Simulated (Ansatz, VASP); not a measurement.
## Cross-check of Zn26S27 (V_Zn) between VASP and Ansatz

Wanted: the spread between two codes on one cell, functional and k mesh. The cell is taken from a series of runs on this material, whose earlier steps may have relaxed, scaled, displaced or heated it; both programs get it as it stands.

Method: plane waves, with VASP 6.6.1 beside it; single point at r2SCAN, in Ansatz 0.2.0.

## 1. Set-up

The cell holds 53 atoms: 26 Zn and 27 S. Its edges and angles: a = 11.092 Å, b = 11.092 Å, c = 11.092 Å, α = 60.0°, β = 60.0°, γ = 60.0°. It derives from ZnS (ZnS (F-43m)). Nearest the centre at fractional (0.667, 0.333, 0.667): S37 at 1.99 Å, S38 at 2.11 Å, S46 at 2.11 Å, S40 at 2.12 Å, Zn15 at 3.60 Å, Zn21 at 3.60 Å, Zn23 at 3.61 Å, Zn22 at 3.62 Å. The cell carries charge +1.

Structure file:

```
Zn S
1.0
     0.00000    7.84292    7.84292
     7.84292    0.00000    7.84292
     7.84292    7.84292    0.00000
Zn S
26 27
Direct
  0.99906 0.99982 0.99932
  0.99847 0.99942 0.33428
  0.99547 0.00750 0.66415
  0.99978 0.33174 0.00021
  0.99520 0.33009 0.34098
  0.99688 0.32969 0.66429
  0.99961 0.66560 0.00011
  0.99878 0.66494 0.33474
  0.99973 0.66575 0.66651
  0.33385 0.99964 0.99851
  0.33282 0.99914 0.33279
  0.33369 0.99976 0.66486
  0.34081 0.33038 0.99505
  0.33305 0.33125 0.33343
  0.34716 0.32802 0.66121
  0.33402 0.66509 0.99918
  0.33340 0.66481 0.33407
  0.34103 0.66188 0.66403
  0.66421 0.00728 0.99516
  0.66489 0.99941 0.33369
  0.66199 0.01325 0.66169
  0.66384 0.32973 0.99667
  0.66092 0.32747 0.34742
  0.66589 0.66574 0.00015
  0.66381 0.66178 0.34094
  0.66373 0.66342 0.66423
  0.24882 0.24981 0.24892
  0.24990 0.25030 0.58433
  0.25070 0.24991 0.91529
  0.24971 0.58210 0.25035
  0.25057 0.58107 0.58480
  0.25019 0.58196 0.91646
  0.24951 0.91566 0.24977
  0.24903 0.91527 0.58377
  0.24995 0.91581 0.91620
  0.58384 0.25005 0.25011
  0.59347 0.25920 0.59440
  0.58889 0.25506 0.89994
  0.58394 0.58071 0.25155
  0.58902 0.56693 0.58927
  0.58432 0.58189 0.91683
  0.58361 0.91516 0.24900
  0.58431 0.91614 0.58453
  0.58425 0.91628 0.91561
  0.91458 0.24976 0.25167
  0.90009 0.25523 0.58935
  0.91615 0.24998 0.91689
  0.91585 0.58181 0.25111
  0.91610 0.58189 0.58524
  0.91664 0.58213 0.91777
  0.91593 0.91568 0.25047
  0.91529 0.91626 0.58495
  0.91608 0.91590 0.91654
```

## 2. Ansatz: single point, r2SCAN

Ansatz runs on its PAW soft_1 files.

With cell and atoms fixed, the geometry can't cause a difference; cores, projectors, grids and the points listed under the comparison can.

File input.yaml:

```yaml
crystal:
  checkpoint: "../qp1_M1.relax.run"
  host: checkpoint
total_charge: 1
basis:
  ecutwfc: 500
  xc_grid: 2
hamiltonian:
  xc: r2scan
  pseudopotentials: { kind: paw, azcp: { folder: soft_1 } }
kpoints:
  mp_grid: { grid: [2, 2, 2], shift: [0.5, 0.5, 0.5] }
magnetization:
  spin_polarized: true
  initial_magnetization: 1
  spin_locking: { lock_magnetization: hard }
scf:
  occupations: { method: fermi_dirac, width: 0.01 }
  max_iter: 60
output:
  forces: true
  eigenvalues: true
  charged_corrections:
    epsilon: 6.09
    static_epsilon: 9.21
    defect_position: [0.666667, 0.333333, 0.666667]
  eigenstates: { localisation: true }
  populations: true
  efg: {}
  band_densities: [{ bands: [v1, v1] }, { bands: [c1, c1] }]
  write_density: true
  write_potential: true
  volumetric_format: npy
checkpoint:
  read: "../qp1_M1.relax.run"
  write: "../qp1_M1.point.run"
  compress: false
  write_wavefunctions: false
  write_every: 100000
```

Started as:

```sh
> ansatz run input.yaml --threads 4 --pin off --max-ram 15073MiB --backend cpu --events-out ev --progress --plain --runs-dir out
```

Numbers of over 12 decimals in the logs are rounded to 6 here.

The program printed:

```text
Warning: This run holds its total moment fixed (magnetization.spin_locking.lock_magnetization: hard) and mixes its density by anderson or broyden (scf.mixing.algorithm, typed or taken by auto). Slabs with a fixed moment have converged under broyden above another state at the same moment, at the default mixing steps and at smaller ones, and under scf.lower_state_search: standard, light or off a state that such a mixer [...]
crystal.checkpoint: the structure is that of <dir>, a `relax` run, at its step 8: its result, under r2scan at a charge of 1 e; 53 atoms read, 0 with a starting moment; crystal.structure_sha256 for this input is
Engine: ansatz 0.2.0, aarch64-unknown-linux-gnu
Pseudopotentials: kind: paw
Pseudopotential: Zn, paw, valence charge 12, recommended cutoff 500 eV (meta_gga), soft_1/Zn.paw.azcp
Pseudopotential: S, paw, valence charge 6, recommended cutoff 500 eV (meta_gga), soft_1/S.paw.azcp
Functional definition: r2SCAN
  parameter k0 = 0.174
  parameter k1 = 0.065
  parameter a1 = 4.9479
  exchange = r2scan_x(k0 = k0, k1 = k1, a1 = a1)
  correlation = r2scan_c
Crystal: 53 atoms, lattice volume = 964.858 Å³
Basis set: ecut = 500 eV, 24357 PW (Γ), exchange–correlation on 162×162×162 points (8 copies of the dense FFT grid, shifted against one another)
Bands: 290, of which v1, the nominal top of the filled ones, is band 237 counted from 1 (236 counted from 0)
Symmetry: 1 space group operations
Space group: P1 (ITA 1), of the structure as read, at distance tolerance 9.9e-5 Å
Magnetic group: BNS 1.1 (UNI 1), of the structure as read, at distance tolerance 9.9e-5 Å
k-points: 4 of 8 (time reversal used)
Non-local potential: Zn, projectors of the file, l = 0: 2, l = 1: 2, l = 2: 3, l = 3: 1
Non-local potential: S, projectors of the file, l = 0: 2, l = 1: 2, l = 2: 1
PAW form: soft (Blöchl's): semilocal exchange-correlation on the pseudo side does not see the compensation charge
PAW frozen core: Zn, regenerated for the run's functional (the file was generated under x = pbe(κ = 0.804, μ = 0.219515), c = pbe(β = 0.066725))
PAW frozen core: S, regenerated for the run's functional (the file was generated under x = pbe(κ = 0.804, μ = 0.219515), c = pbe(β = 0.066725))
PAW one-centre angular grid: Zn, 590 points (default); XC on 160 Gauss nodes
PAW one-centre angular grid: S, 302 points (default); XC on 160 Gauss nodes
Initial density: read from a saved state, or passed on in memory by an earlier SCF of this step, an earlier step, the calling program or the single point that the run made first
Stability of the state it starts from, as read at its close in the collinear treatment: not read, because the mixer in use, unlike msr1, does not test its closes by its own steps (another_mixer); its run was given moments
Starting moments: Σ|m| = 1 μB on 53 of 53 sites; this step starts from the density that it was given
Initial wavefunctions: pseudopotential atomic-orbital guess — the wavefunctions supplied were not used: k-point sampling differs
Functional: x = r2scan, c = r2scan; τ floored in thin density (d = 2e-4 eV/Å³)
iter 1 solved again at ethr=9.34e-5 eV; its pass at ethr=3.10e-3 eV (dr2=4.42e-1 eV) is discarded
SCF iter   1: F=—  HF=-110977.680621 eV  |F-HF|=—  |Δ(HF+E_count)|=         —  Δρ=2.94e-3 (↑1.71e-3 ↓2.94e-3)  dr2=4.44e-1  dr2_τ=1.92e-3  dr2_m=1.34e-2  M=1.000 μB ∫|m|=1.157 μB  β_m=1.20  ethr=9.34e-5  ⟨swp⟩=13.5  Hψ=20620  notcnv=0  defer=33
preconditioner: auto → Kerker (q_TF=auto, 2.423 Å⁻¹)  [metal: Δε(μ)=0.008 eV  Ē_g=11.608 eV  σ=0.010 eV  W_gap=0.18  n_scr=258 (ndim 8)  ℏωp=26.0 eV  f_vac=0.014  D(μ)=26.18/eV (n_scr^D=168)]
spin=Collinear: Kerker preconditioning applied to the charge; magnetization (m = ρ↑ − ρ↓) channel mixes plain (no charge-response kernel on spin).
SCF iter   2: F=—  HF=-110977.684580 eV  |F-HF|=—  |Δ(HF+E_count)|=   3.96e-3  Δρ=1.67e-3 (↑1.19e-3 ↓1.67e-3)  dr2=2.04e-1  dr2_τ=2.70e-4  dr2_m=3.12e-3  M=1.000 μB ∫|m|=1.195 μB  β_m=1.20  ethr=9.34e-5  ⟨swp⟩=2.0  Hψ=4413  notcnv=0  defer=257  κ⁻¹=1.0e0(r=1)
preconditioner: auto → Resta (q_TF=auto, 2.423 Å⁻¹)  ε∞=6.0  [insulator: Δε(μ)=0.081 eV  Ē_g=11.584 eV  σ=0.010 eV  W_gap=0.55  n_scr=258 (ndim 8)  ℏωp=26.0 eV  f_vac=0.014  D(μ)=16.18/eV (n_scr^D=64)  ε∞_Penn≈6.0]
spin=Collinear: Resta preconditioning applied to the charge; magnetization (m = ρ↑ − ρ↓) channel mixes plain (no charge-response kernel on spin).
[...]
k-point 2 ↑: bands = [... 233 lower, 5.9213, 5.9513, 6.1412, 6.2166, 6.3667, 10.4057, 10.9383, 11.0016, ... 49 higher]
  k-point 3 ↓: bands = [... 233 lower, 5.9562, 6.0615, 6.1802, 6.3603, 6.4527, 10.4139, 10.9533, 11.0115, ... 49 higher]
--- Löwdin populations: 53 sites ---
  site symbol       q [e]    m [muB]
     0     Zn     10.6513     0.0002
     1      S      7.0640     0.0364
     2     Zn     10.6519     0.0002
     3      S      7.0662     0.0467
     4     Zn     10.6532     0.0011
     5      S      7.0991     0.0112
     6     Zn     10.6483     0.0007
     7      S      7.1075     0.0031
     8     Zn     10.6526     0.0010
     9      S      7.0992     0.0115
    10     Zn     10.6526     0.0022
    11      S      7.1006     0.0036
    12     Zn     10.6481     0.0003
    13      S      7.1070     0.0024
    14     Zn     10.6513     0.0002
    15      S      7.0642     0.0385
    16     Zn     10.6482     0.0007
    17      S      7.1075     0.0031
    18     Zn     10.6517     0.0002
    19      S      7.0667     0.0457
    20     Zn     10.6503     0.0002
    21      S      6.8969     0.1970
    22     Zn     10.6510     0.0005
    23      S      6.9192     0.1335
[...]
45      S      7.1014     0.0113
    46      S      7.0985     0.0044
    47     Zn     10.6482     0.0007
    48      S      7.1075     0.0031
    49     Zn     10.6526     0.0010
    50      S      7.0994     0.0117
    51     Zn     10.6524     0.0022
    52      S      7.1007     0.0038
  spilling = 0.011133 (of n_electrons = 473.000000)
--- Band densities, each state counted as filled ---
  window                                       electrons  max residual (eV)  cut levels
  bands: [v1, v1]                    1.000000 + 1.000000             1.4e-4           0
  bands: [c1, c1]                    1.000000 + 1.000000             1.5e-4           0
```

## 3. VASP: single point, r2SCAN

The same cell, functional, mesh and smearing now go to VASP, with its own data sets.

Lines of VASP's logs that name or quote its potential files are left out, and so is its time.

File INCAR:

```
SYSTEM = Zn26S27
PREC = Accurate
ENCUT = 440
EDIFF = 1E-06
NELM = 200
ISMEAR = -1
SIGMA = 0.01
LREAL = Auto
ALGO = Normal
METAGGA = R2SCAN
LASPH = .TRUE.
NELECT = 473
NBANDS = 274
ISPIN = 2
MAGMOM = 0 0 0.01 0 0 0.01 0 0 0 0 0 0 0 0 0.01 0 0 0.01 0.01 0 0.01 0.01 0.01 0 0.01 0.01 0.02 0.03 0.01 0 0.01 0 0 0.02 0 0.03 0.12 0.08 0.01 0.08 0.01 0.02 0.03 0.01 0.01 0.08 0.01 0 0.01 0 0 0.01 0
LORBIT = 11
LWAVE = .FALSE.
LCHARG = .FALSE.
ISIF = 2
ISYM = 0
NUPDOWN = 1
GGA_COMPAT = .FALSE.
LMIXTAU = .TRUE.
```

File POSCAR:

```
Zn26S27
1.0
    0.0000000000      7.8429191667      7.8429191667
    7.8429191667      0.0000000000      7.8429191667
    7.8429191667      7.8429191667      0.0000000000
Zn S
26 27
Direct
    0.9990575965      0.9998207207      0.9993230898
    0.9984683358      0.9994235056      0.3342817457
    0.9954658525      0.0075018539      0.6641493144
    0.9997785735      0.3317352187      0.0002092673
    0.9951980682      0.3300945992      0.3409842792
    0.9968849029      0.3296856847      0.6642852998
    0.9996077125      0.6656026330      0.0001091779
    0.9987804176      0.6649392647      0.3347440501
    0.9997324249      0.6657490148      0.6665104498
    0.3338474843      0.9996351506      0.9985082554
    0.3328183217      0.9991373651      0.3327936542
    0.3336851292      0.9997626505      0.6648622276
    0.3408146432      0.3303820358      0.9950512344
    0.3330488600      0.3312516419      0.3334260334
    0.3471582444      0.3280227824      0.6612100593
    0.3340234424      0.6650947235      0.9991786590
    0.3333957155      0.6648127058      0.3340658207
    0.3410347305      0.6618845667      0.6640302424
    0.6642121036      0.0072828099      0.9951619826
    0.6648898418      0.9994118523      0.3336869445
    0.6619890871      0.0132485756      0.6616922632
    0.6638378002      0.3297285187      0.9966733085
    0.6609153173      0.3274692584      0.3474174213
    0.6658945758      0.6657440067      0.0001476147
    0.6638123040      0.6617814435      0.3409382001
    0.6637333200      0.6634179042      0.6642257761
    0.2488200469      0.2498137049      0.2489189346
    0.2499024293      0.2502959254      0.5843314468
    0.2506971164      0.2499100594      0.9152875107
    0.2497124104      0.5820985752      0.2503477164
    0.2505738436      0.5810697551      0.5847972256
    0.2501928446      0.5819603358      0.9164556107
    0.2495128976      0.9156610787      0.2497663863
    0.2490276013      0.9152731384      0.5837668459
    0.2499538189      0.9158079571      0.9161980222
    0.5838417339      0.2500460406      0.2501067848
    0.5934744152      0.2591999382      0.5944001131
    0.5888935448      0.2550617383      0.8999433659
    0.5839381133      0.5807105916      0.2515511138
    0.5890215122      0.5669250529      0.5892738827
    0.5843243658      0.5818937640      0.9168348481
    0.5836128669      0.9151642437      0.2490026285
    0.5843144620      0.9161449726      0.5845321649
    0.5842533231      0.9162816943      0.9156075853
    0.9145807665      0.2497621690      0.2516728085
    0.9000856793      0.2552327077      0.5893474243
    0.9161488402      0.2499756398      0.9168919672
    0.9158471111      0.5818087413      0.2511139075
    0.9161013148      0.5818900751      0.5852378203
    0.9166408945      0.5821279465      0.9177667185
    0.9159333463      0.9156832509      0.2504740987
    0.9152947709      0.9162622816      0.5849491580
    0.9160760645      0.9159033631      0.9165401247
```

File KPOINTS:

```
Points of the shifted mesh
8
Reciprocal
 0.2500000000  0.2500000000  0.2500000000 1
 0.2500000000  0.2500000000  0.7500000000 1
 0.2500000000  0.7500000000  0.2500000000 1
 0.2500000000  0.7500000000  0.7500000000 1
 0.7500000000  0.2500000000  0.2500000000 1
 0.7500000000  0.2500000000  0.7500000000 1
 0.7500000000  0.7500000000  0.2500000000 1
 0.7500000000  0.7500000000  0.7500000000 1
```

PAW data sets: Zn and S (PBE family, release 64).

Started as:

```sh
> export OMP_NUM_THREADS=4
> mpirun -np 1 vasp_std
```

The program printed:

```text
[banner, memory and clock lines left out]
running    1 mpi-ranks, on    1 nodes
[...]
Offloading initialized ...    1 GPUs detected
[...]
|                                                                             |
|               ----> ADVICE to this user running VASP <----                  |
|                                                                             |
|     You enforced a specific xc type in the INCAR file but a different       |
|     [... a line on the potential file left out ...]
|     I HOPE YOU KNOW WHAT YOU ARE DOING!                                     |
|                                                                             |

 LDA part: xc-table for (None), standard interpolation
 POSCAR, INCAR and KPOINTS ok, starting setup
[...]
entering main loop
       N       E                     dE             d eps       ncg     rms          rms(c)
DAV:   1     0.441643928315E+04    0.44164E+04   -0.18941E+05  8768   0.195E+03
DAV:   2     0.403285149668E+03   -0.40132E+04   -0.38994E+04  8768   0.515E+02
DAV:   3    -0.489928563906E+03   -0.89321E+03   -0.85735E+03  9248   0.205E+02
DAV:   4    -0.574175956682E+03   -0.84247E+02   -0.83138E+02  9824   0.649E+01
DAV:   5    -0.576778048492E+03   -0.26021E+01   -0.25844E+01  9920   0.113E+01BRMIX: very serious problems
 the old and the new charge density differ
 old charge density:   474.00000 new  473.00000
    0.436E+01
DAV:   6    -0.496574420146E+03    0.80204E+02   -0.56245E+01 10528   0.629E+01    0.375E+01
DAV:   7    -0.496231848833E+03    0.34257E+00   -0.28340E+01 11040   0.205E+01    0.202E+01
DAV:   8    -0.496860583526E+03   -0.62873E+00   -0.28433E+00 10696   0.138E+01    0.573E+00
DAV:   9    -0.496685602621E+03    0.17498E+00   -0.10614E+00 10512   0.125E+01    0.257E+00
[...]
DAV:  19    -0.496670874857E+03   -0.11035E-04   -0.78633E-05 12280   0.451E-02    0.147E-02
DAV:  20    -0.496670877399E+03   -0.25424E-05   -0.14898E-05  9184   0.230E-02    0.108E-02
DAV:  21    -0.496670876908E+03    0.49065E-06   -0.88169E-07  4864   0.906E-03
   1 F= -.49667088E+03 E0= -.49666850E+03  d E =-.475677E-02  mag=     1.0000
```

Parts of OUTCAR (step 3):

```text
  FREE ENERGIE OF THE ION-ELECTRON SYSTEM (eV)
  ---------------------------------------------------
  free  energy   TOTEN  =      -496.6708769084 eV

  energy  without entropy=     -496.6661201406  energy(sigma->0) =     -496.66849852

 magnetization (x)
# of ion       s       p       d       tot
------------------------------------------
    1        0.000  -0.000   0.000   0.000
    2       -0.000  -0.000   0.001   0.000
    3       -0.001   0.000   0.006   0.005
    4       -0.000   0.001   0.002   0.003
    5       -0.001   0.000   0.006   0.005
    6       -0.001   0.003   0.008   0.010
    7        0.000   0.001   0.000   0.001
    8        0.000  -0.000   0.000   0.000
    9       -0.000   0.001   0.002   0.003
   10       -0.000  -0.000   0.001   0.000
   11       -0.001  -0.001   0.003   0.001
   12       -0.001  -0.001   0.004   0.002
   13       -0.001   0.000   0.006   0.005
[...]
--------------------------------------------------
tot          0.016   0.621   0.107   0.743

[... 1 further part left out ...]
```

The run ends at a pressure of 5.10 GPa, with forces up to 0.24 eV/Å.

## 4. Side by side

Known differences besides the potentials themselves: VASP starts from the moments at which Ansatz ended; VASP keeps PBE cores, Ansatz makes them for the functional; the cutoff is 500 eV in Ansatz and 440 eV in VASP (PREC = Accurate, projectors in real space); site moments are counted in spheres of each program's own size. Total energies have different zeros and are not compared.

The two programs side by side:

```
                             quantity  Ansatz  VASP  difference
total moment, fixed by the input (μB)    1.00  1.00        0.00
                   moment on S37 (μB)    0.12  0.13       -0.01
                   moment on S40 (μB)    0.08  0.09       -0.01
                   moment on S46 (μB)    0.08  0.09       -0.01
                   moment on S38 (μB)    0.08  0.09       -0.01
```

Forces on 10 of the 53 atoms, those with the largest forces and the largest differences (eV/Å; atoms numbered as in POSCAR):

```
atom          Ansatz x, y, z            VASP x, y, z
 Zn7     0.043, 0.061, 0.017     0.044, 0.033, 0.017
Zn15    0.206, 0.011, -0.045    0.210, 0.006, -0.028
Zn16    0.020, 0.018, -0.010     0.015, 0.012, 0.014
Zn21   -0.017, 0.216, -0.050   -0.017, 0.232, -0.055
Zn23    -0.003, 0.020, 0.187     0.009, 0.016, 0.189
Zn24     0.044, 0.075, 0.022     0.048, 0.075, 0.049
 S37  -0.073, -0.107, -0.021  -0.068, -0.104, -0.014
 S38   -0.077, -0.086, 0.034   -0.084, -0.094, 0.040
 S40   -0.106, 0.000, -0.098   -0.112, 0.004, -0.104
 S46   0.011, -0.101, -0.085   0.016, -0.110, -0.091
```

The forces differ by 7.5 meV/Å r.m.s., which is 14.4 % of the r.m.s. force of 0.052 eV/Å (both taken over all components). The cell carries a charge of +1 e against a uniform background, so its pressure also hangs on how the neutralising background is counted, and in a defect's cell a gap may be the spacing between its levels.

## 5. Summary of results

```json
{
  "r.m.s. force difference (single point, r2SCAN)": "7.5 meV/Å"
}
```

In words: The r.m.s. force difference is 7.5 meV/Å (single point, r2SCAN), within the 12 meV/Å picked in this series as the mark of a large difference. Such differences can come from data sets, numerical settings and the points named under the comparisons, not from the functional's error against experiment.

[Lines on the potential files, build, host, timing and source positions are cut from VASP's logs without a mark.]

[Logs are printed without paths, hosts, clocks, repeated set-up lines and the standing remarks that a program may print on its own settings, such as how far it seeks lower states.]

[Hosts, paths, dates, database ids (printed as entryN), source tags and the programs' standing remarks are cut or masked in the printed files.]
